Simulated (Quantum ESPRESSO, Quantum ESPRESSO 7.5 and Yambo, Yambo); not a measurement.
# A GW chain in Yambo: AgBr (Fm-3m)

How does a plane-wave GW calculation on AgBr (Fm-3m) run from the first input to the gap?

Program: Quantum ESPRESSO 7.5 and Yambo 5.3.0. Level of theory: PBE and many-body steps on it, plane waves. Results are calculated unless marked as measured.

The database entry behind the starting cell differs from later determinations by our own check (about 0.6 % short of the room-temperature cell), so it need not match the best structure at ambient conditions.

### Step 1. The structure

It takes space group Fm-3m (No. 225, cubic). The conventional cell has a = 5.740 Å, b = 5.740 Å, c = 5.740 Å, α = 90.00°, β = 90.00°, γ = 90.00°. Nearest to Ag lie 6 Br at 2.87 Å. Br has 6 Ag at 2.87 Å nearest. Farther neighbours and most contacts between anions are not listed.

The cell and positions come from the Crystallography Open Database and are kept as given unless a step says otherwise.

### Step 2. Ground state

This step: Quantum ESPRESSO 7.5; DFT, PBE, plane waves, norm-conserving pseudopotentials.

The ground-state density comes first.

The input, pw.in:

```
&control
  calculation = 'scf'
  prefix = 'x'
  outdir = 'o'
  pseudo_dir = 'pseudo'
/
&system
  ibrav = 0
  nat = 2
  ntyp = 2
  ecutwfc = 74.0
  nbnd = 18
  force_symmorphic = .true.
/
&electrons
  conv_thr = 1e-10
  electron_maxstep = 80
  mixing_beta = 0.5
/
ATOMIC_SPECIES
  Ag 107.87 Ag.upf
  Br 79.904 Br.upf
CELL_PARAMETERS angstrom
  -0.0000000000 2.8701500000 2.8701500000
  2.8701500000 0.0000000000 2.8701500000
  2.8701500000 2.8701500000 0.0000000000
ATOMIC_POSITIONS crystal
  Ag 0.0000000000 0.0000000000 0.0000000000
  Br 0.5000000000 0.5000000000 0.5000000000
K_POINTS automatic
  6 6 6 0 0 0
```

Command:

```console
> OMP_NUM_THREADS=1 mpirun -n 4 pw.x -nk 4 -in pw.in > pw.out
```

What it wrote:

```text
Program PWSCF v.7.5 starts

     This program is part of the open-source Quantum ESPRESSO suite
     for quantum simulation of materials; please cite
         "P. Giannozzi et al., J. Phys.:Condens. Matter 21 395502 (2009);
         "P. Giannozzi et al., J. Phys.:Condens. Matter 29 465901 (2017);
         "P. Giannozzi et al., J. Chem. Phys. 152 154105 (2020);
     in publications or presentations arising from this work. More details at
     Message from routine setup:
     using ibrav=0 with symmetry is DISCOURAGED, use correct ibrav instead

     G-vector sticks info

     bravais-lattice index     =            0
     lattice parameter (alat)  =       7.6704  a.u.
     unit-cell volume          =     319.1100 (a.u.)^3
     number of atoms/cell      =            2
     number of atomic types    =            2
     number of electrons       =        26.00
     number of Kohn-Sham states=           18
     kinetic-energy cutoff     =      74.0000  Ry
     charge density cutoff     =     296.0000  Ry
     scf convergence threshold =      1.0E-10
     mixing beta               =       0.5000
     number of iterations used =            8  plain     mixing
     Exchange-correlation= PBE
                           (   1   4   3   4   0   0   0)

     celldm(1)=   7.670408  celldm(2)=   0.000000  celldm(3)=   0.000000
     celldm(4)=   0.000000  celldm(5)=   0.000000  celldm(6)=   0.000000

     crystal axes: (cart. coord. in units of alat)
               a(1) = (  -0.000000   0.707107   0.707107 )
               a(2) = (   0.707107   0.000000   0.707107 )
               a(3) = (   0.707107   0.707107   0.000000 )

     reciprocal axes: (cart. coord. in units 2 pi/alat)
               b(1) = ( -0.707107  0.707107  0.707107 )
               b(2) = (  0.707107 -0.707107  0.707107 )
               b(3) = (  0.707107  0.707107 -0.707107 )
     Pseudo is Norm-conserving + core correction, Zval = 19.0
     Generated using ONCVPSP code by D. R. Hamann
     Using radial grid of 1538 points,  6 beta functions with:
     Pseudo is Norm-conserving + core correction, Zval =  7.0
     Generated using ONCVPSP code by D. R. Hamann
     Using radial grid of 1098 points,  6 beta functions with:
     Ag               19.00   107.87000     Ag( 1.00)
     Br                7.00    79.90400     Br( 1.00)

     48 Sym. Ops., with inversion, found

   Cartesian axes

     site n.     atom                  positions (alat units)
         1        Ag     tau(   1) = (   0.0000000   0.0000000   0.0000000  )
         2        Br     tau(   2) = (   0.7071068   0.7071068   0.7071068  )

     number of k points=    16
                       cart. coord. in units 2pi/alat
        k(    1) = (   0.0000000   0.0000000   0.0000000), wk =   0.0092593
        k(    2) = (   0.1178511   0.1178511  -0.1178511), wk =   0.0740741
        k(    3) = (   0.2357023   0.2357023  -0.2357023), wk =   0.0740741
        k(    4) = (  -0.3535534  -0.3535534   0.3535534), wk =   0.0370370
        k(    5) = (   0.2357023   0.0000000  -0.0000000), wk =   0.0555556
        k(    6) = (   0.3535534   0.1178511  -0.1178511), wk =   0.2222222
        k(    7) = (  -0.2357023  -0.4714045   0.4714045), wk =   0.2222222
        k(    8) = (  -0.1178511  -0.3535534   0.3535534), wk =   0.2222222
        k(    9) = (   0.0000000  -0.2357023   0.2357023), wk =   0.1111111
        k(   10) = (   0.4714045   0.0000000  -0.0000000), wk =   0.0555556
     [... 4 further rows ...]
        k(   15) = (  -0.1178511  -0.3535534   0.5892557), wk =   0.2222222
        k(   16) = (  -0.7071068   0.2357023   0.0000000), wk =   0.1111111

     Dense  grid:    27317 G-vectors     FFT dimensions: (  45,  45,  45)

     Initial potential from superposition of free atoms

     starting charge      25.9995, renormalised to      26.0000
     Starting wfcs are   14 randomized atomic wfcs +    4 random wfcs

     per-process dynamical memory:    26.6 Mb

     Self-consistent Calculation

     iteration #  1     ecut=    74.00 Ry     beta= 0.50

     Threshold (ethr) on eigenvalues was too large:
     Diagonalizing with lowered threshold

     total energy              =    -341.54064584 Ry
     estimated scf accuracy    <       0.02648579 Ry

     iteration #  2     ecut=    74.00 Ry     beta= 0.50

     total energy              =    -341.54794794 Ry
     estimated scf accuracy    <       0.00482924 Ry

     iteration #  3     ecut=    74.00 Ry     beta= 0.50

     total energy              =    -341.54882055 Ry
     estimated scf accuracy    <       0.00029824 Ry

     iteration #  4     ecut=    74.00 Ry     beta= 0.50

     total energy              =    -341.54884427 Ry
     estimated scf accuracy    <       0.00002693 Ry

     iteration #  5     ecut=    74.00 Ry     beta= 0.50

     total energy              =    -341.54884675 Ry
     estimated scf accuracy    <       0.00000096 Ry

     iteration #  6     ecut=    74.00 Ry     beta= 0.50

     total energy              =    -341.54884690 Ry
     estimated scf accuracy    <       0.00000004 Ry

     iteration #  7     ecut=    74.00 Ry     beta= 0.50

     total energy              =    -341.54884691 Ry
     estimated scf accuracy    <       0.00000001 Ry

     iteration #  8     ecut=    74.00 Ry     beta= 0.50

     End of self-consistent calculation

          k = 0.0000 0.0000 0.0000 (  3479 PWs)   bands (ev):

   -81.9018 -45.4232 -45.4232 -45.4232  -6.8390   5.4479   5.4479   5.4479
     5.4486   5.4486   6.3128   6.3128   6.3128   8.9169  18.1717  18.1717
    18.1717  19.4245

          k = 0.1179 0.1179-0.1179 (  3443 PWs)   bands (ev):

   -81.9016 -45.4236 -45.4232 -45.4232  -6.7342   4.7831   4.8658   4.8658
     5.5219   5.5219   5.9168   7.0153   7.0153  10.2280  16.3004  17.3998
    17.3998  19.2196

          k = 0.2357 0.2357-0.2357 (  3428 PWs)   bands (ev):

   -81.9016 -45.4244 -45.4233 -45.4233  -6.5099   3.5003   4.2807   4.2807
     5.6752   5.6752   6.0028   7.8728   7.8728  11.7433  14.9050  15.7126
    15.7126  19.5947

          k =-0.3536-0.3536 0.3536 (  3426 PWs)   bands (ev):

     [... further k-points ...]

     highest occupied, lowest unoccupied level (ev):     8.2447    8.9169

!    total energy              =    -341.54884692 Ry
     estimated scf accuracy    <          4.4E-11 Ry

     The total energy is the sum of the following terms:
     one-electron contribution =    -189.21727305 Ry
     hartree contribution      =     104.42304273 Ry
     xc contribution           =     -56.74139494 Ry
     ewald contribution        =    -200.01322165 Ry

     convergence has been achieved in   8 iterations

     XML data file, charge density, pseudopotentials, collected wavefunctions

=------------------------------------------------------------------------------=
   JOB DONE.
=------------------------------------------------------------------------------=
```

Wall time 5.3 s (4 MPI ranks of Arm Neoverse V1, shared host); peak memory 0.25 GiB; 21 s of CPU time.

Numbers from this step:

```yaml
total_energy: -4647.0088 eV
gap: 0.6722 eV
k_of_the_valence_top: 0, 0, -0.5
k_of_the_conduction_bottom: 0, 0, 0
least_direct_gap: 2.604 eV
```

The gap is indirect, with the least direct gap 1.93 eV higher.

### Step 3. Bands along the symmetry lines

Levels along a band path, at the cheap level, show where the edges lie and whether the meshes to come will hold them.

The input, pw.in:

```
&control
  calculation = 'bands'
  prefix = 'x'
  outdir = 'o'
  pseudo_dir = 'pseudo'
/
&system
  ibrav = 0
  nat = 2
  ntyp = 2
  ecutwfc = 74.0
  nbnd = 19
  force_symmorphic = .true.
/
&electrons
  conv_thr = 1e-9
  electron_maxstep = 80
  diago_full_acc = .true.
  diago_thr_init = 5e-6
/
ATOMIC_SPECIES
  Ag 107.87 Ag.upf
  Br 79.904 Br.upf
CELL_PARAMETERS angstrom
  -0.0000000000 2.8701500000 2.8701500000
  2.8701500000 0.0000000000 2.8701500000
  2.8701500000 2.8701500000 0.0000000000
ATOMIC_POSITIONS crystal
  Ag 0.0000000000 0.0000000000 0.0000000000
  Br 0.5000000000 0.5000000000 0.5000000000
K_POINTS crystal
  50
  0.00000000 0.00000000 0.00000000 1
  0.06250000 0.00000000 0.06250000 1
  0.12500000 0.00000000 0.12500000 1
  0.18750000 0.00000000 0.18750000 1
  0.25000000 0.00000000 0.25000000 1
  0.31250000 0.00000000 0.31250000 1
  0.37500000 0.00000000 0.37500000 1
  0.43750000 0.00000000 0.43750000 1
  0.50000000 0.00000000 0.50000000 1
  0.51562500 0.03125000 0.51562500 1
  0.53125000 0.06250000 0.53125000 1
  0.54687500 0.09375000 0.54687500 1
  0.56250000 0.12500000 0.56250000 1
  0.57812500 0.15625000 0.57812500 1
  0.59375000 0.18750000 0.59375000 1
  0.60937500 0.21875000 0.60937500 1
  0.62500000 0.25000000 0.62500000 1
  0.37500000 0.37500000 0.75000000 1
  0.32812500 0.32812500 0.65625000 1
  0.28125000 0.28125000 0.56250000 1
  0.23437500 0.23437500 0.46875000 1
  0.18750000 0.18750000 0.37500000 1
  0.14062500 0.14062500 0.28125000 1
  0.09375000 0.09375000 0.18750000 1
  0.04687500 0.04687500 0.09375000 1
  0.00000000 0.00000000 0.00000000 1
  0.06250000 0.06250000 0.06250000 1
  0.12500000 0.12500000 0.12500000 1
  0.18750000 0.18750000 0.18750000 1
  0.25000000 0.25000000 0.25000000 1
  0.31250000 0.31250000 0.31250000 1
  0.37500000 0.37500000 0.37500000 1
  0.43750000 0.43750000 0.43750000 1
  0.50000000 0.50000000 0.50000000 1
  0.50000000 0.46875000 0.53125000 1
  0.50000000 0.43750000 0.56250000 1
  0.50000000 0.40625000 0.59375000 1
  0.50000000 0.37500000 0.62500000 1
  0.50000000 0.34375000 0.65625000 1
  0.50000000 0.31250000 0.68750000 1
  0.50000000 0.28125000 0.71875000 1
  0.50000000 0.25000000 0.75000000 1
  0.50000000 0.21875000 0.71875000 1
  0.50000000 0.18750000 0.68750000 1
  0.50000000 0.15625000 0.65625000 1
  0.50000000 0.12500000 0.62500000 1
  0.50000000 0.09375000 0.59375000 1
  0.50000000 0.06250000 0.56250000 1
  0.50000000 0.03125000 0.53125000 1
  0.50000000 0.00000000 0.50000000 1
```

What it wrote:

```text
[banner, memory and clock lines left out]
Program PWSCF v.7.5 starts

     Atomic positions and unit cell read from directory:
     o/x.save/

     Message from routine setup:
     using ibrav=0 with symmetry is DISCOURAGED, use correct ibrav instead

     G-vector sticks info

     bravais-lattice index     =            0
     lattice parameter (alat)  =       7.6704  a.u.
     unit-cell volume          =     319.1100 (a.u.)^3
     number of atoms/cell      =            2
     number of atomic types    =            2
     number of electrons       =        26.00
     number of Kohn-Sham states=           19
     kinetic-energy cutoff     =      74.0000  Ry
     charge density cutoff     =     296.0000  Ry
     Exchange-correlation= PBE
                           (   1   4   3   4   0   0   0)

     celldm(1)=   7.670408  celldm(2)=   0.000000  celldm(3)=   0.000000
     celldm(4)=   0.000000  celldm(5)=   0.000000  celldm(6)=   0.000000

     crystal axes: (cart. coord. in units of alat)
               a(1) = (  -0.000000   0.707107   0.707107 )
               a(2) = (   0.707107   0.000000   0.707107 )
               a(3) = (   0.707107   0.707107   0.000000 )

     reciprocal axes: (cart. coord. in units 2 pi/alat)
               b(1) = ( -0.707107  0.707107  0.707107 )
               b(2) = (  0.707107 -0.707107  0.707107 )
               b(3) = (  0.707107  0.707107 -0.707107 )
     Pseudo is Norm-conserving + core correction, Zval = 19.0
     Generated using ONCVPSP code by D. R. Hamann
     Using radial grid of 1538 points,  6 beta functions with:
     Pseudo is Norm-conserving + core correction, Zval =  7.0
     Generated using ONCVPSP code by D. R. Hamann
     Using radial grid of 1098 points,  6 beta functions with:
     Ag               19.00   107.87000     Ag( 1.00)
     Br                7.00    79.90400     Br( 1.00)

     48 Sym. Ops., with inversion, found

   Cartesian axes

     site n.     atom                  positions (alat units)
         1        Ag     tau(   1) = (   0.0000000   0.0000000   0.0000000  )
         2        Br     tau(   2) = (   0.7071068   0.7071068   0.7071068  )

     number of k points=    50
                       cart. coord. in units 2pi/alat
        k(    1) = (   0.0000000   0.0000000   0.0000000), wk =   0.0400000
        k(    2) = (   0.0000000   0.0883883   0.0000000), wk =   0.0400000
        k(    3) = (   0.0000000   0.1767767   0.0000000), wk =   0.0400000
[...]
[... 38 further rows ...]
        k(   49) = (   0.0441942   0.7071068   0.0000000), wk =   0.0400000
        k(   50) = (   0.0000000   0.7071068   0.0000000), wk =   0.0400000

     Dense  grid:    27317 G-vectors     FFT dimensions: (  45,  45,  45)

     The potential is recalculated from file :
     o/x.save/charge-density

     Starting wfcs are   14 randomized atomic wfcs +    5 random wfcs

     Band Structure Calculation

     End of band structure calculation

          k = 0.0000 0.0000 0.0000 (  3479 PWs)   bands (ev):

   -81.9017 -45.4231 -45.4231 -45.4231  -6.8390   5.4480   5.4480   5.4480
     5.4486   5.4487   6.3128   6.3128   6.3128   8.9169  18.1717  18.1717
    18.1717  19.4246  20.0535

          k = 0.0000 0.0884 0.0000 (  3447 PWs)   bands (ev):

   -81.9015 -45.4231 -45.4231 -45.4231  -6.8182   5.1391   5.4094   5.4094
[...]
17.9992  18.7386  20.0091

          k = 0.0000 0.1768 0.0000 (  3447 PWs)   bands (ev):

[...]
17.7369  17.7369  21.0950

          k =-0.0000 0.2652 0.0000 (  3447 PWs)   bands (ev):

[...]
k = 0.0000 0.4419-0.0000 (  3435 PWs)   bands (ev):

[...]
k =-0.0000 0.5303 0.0000 (  3427 PWs)   bands (ev):

[...]
k = 0.0000 0.6187-0.0000 (  3418 PWs)   bands (ev):

[...]
k = 0.4640 0.4640-0.0000 (  3448 PWs)   bands (ev):

[...]
k = 0.3315 0.3315-0.0000 (  3431 PWs)   bands (ev):

[...]
k = 0.3094 0.7071-0.0000 (  3406 PWs)   bands (ev):

[...]
k = 0.2210 0.7071-0.0000 (  3402 PWs)   bands (ev):

[...]
k = 0.1768 0.7071-0.0000 (  3410 PWs)   bands (ev):

[...]
k = 0.0442 0.7071 0.0000 (  3410 PWs)   bands (ev):

[...]
19.1274  19.3388  23.1095

          k = 0.0000 0.7071 0.0000 (  3378 PWs)   bands (ev):

   -81.9012 -45.4245 -45.4237 -45.4237  -6.3611   3.9649   5.1748   5.4083
     5.4083   5.6096   5.8590   5.8590   5.9605   9.8474  15.3052  17.3135
    19.3004  19.3004  23.1918

     XML data file, pseudopotentials, collected wavefunctions
```

The job ended after 4.8 s (4 MPI ranks; peak memory 0.22 GiB; 19 s of CPU time).

This step gave:

```
gap                        : 0.6721 eV
k of the valence top       : 0.5, 0.5, 0.5
k of the conduction bottom : 0, 0, 0
least direct gap           : 2.604 eV
```

The gap is 0.672 eV, as in the run before at this level.

Electronic bands along the path, in eV, zero at the top of the highest filled band:

| point | band 10 | band 11 | band 12 | band 13 | band 14 | band 15 | band 16 | band 17 |
| --- | --- | --- | --- | --- | --- | --- | --- | --- |
| Γ | -2.80 | -1.93 | -1.93 | -1.93 | 0.67 | 9.93 | 9.93 | 9.93 |
| halfway | -2.72 | -1.86 | -1.86 | -1.64 | 3.28 | 6.69 | 7.83 | 9.50 |
| X | -2.64 | -2.39 | -2.39 | -2.28 | 1.60 | 7.06 | 9.07 | 11.06 |
| halfway | -2.40 | -2.34 | -2.13 | -1.99 | 2.02 | 7.07 | 8.81 | 10.41 |
| U | -2.44 | -2.22 | -2.02 | -1.21 | 2.97 | 6.84 | 8.24 | 9.19 |
| jump to K | -2.44 | -2.22 | -2.02 | -1.21 | 2.97 | 6.84 | 8.24 | 9.19 |
| halfway | -2.56 | -2.06 | -1.79 | -0.21 | 3.79 | 6.49 | 7.48 | 7.82 |
| Γ | -2.80 | -1.93 | -1.93 | -1.93 | 0.67 | 9.93 | 9.93 | 9.93 |
| halfway | -2.65 | -2.31 | -0.77 | -0.77 | 2.88 | 7.17 | 8.24 | 8.24 |
| L | -2.49 | -2.15 | 0.00 | 0.00 | 3.74 | 6.59 | 6.77 | 6.77 |
| halfway | -2.48 | -2.20 | -1.20 | -0.61 | 4.50 | 5.25 | 7.84 | 7.93 |
| W | -2.37 | -2.29 | -2.29 | -1.53 | 3.79 | 7.15 | 7.68 | 7.68 |
| halfway | -2.39 | -2.38 | -2.33 | -1.77 | 2.46 | 7.16 | 8.58 | 9.12 |
| X | -2.64 | -2.39 | -2.39 | -2.28 | 1.60 | 7.06 | 9.07 | 11.06 |

(Part 1 of 3 ends here.)

[Paths, hosts, dates, memory and timing lines, banners, echoed tables and standing remarks are left out of the program output.]

[Logs are printed without paths, hosts, clocks, repeated set-up lines and the standing remarks that a program may print on its own settings, such as how far it seeks lower states.]

[Runs of the session that timed out or met a known fault of the program may be left out.]

[Hosts, paths, dates, database ids (printed as entryN), source tags and the programs' standing remarks are cut or masked in the printed files.]
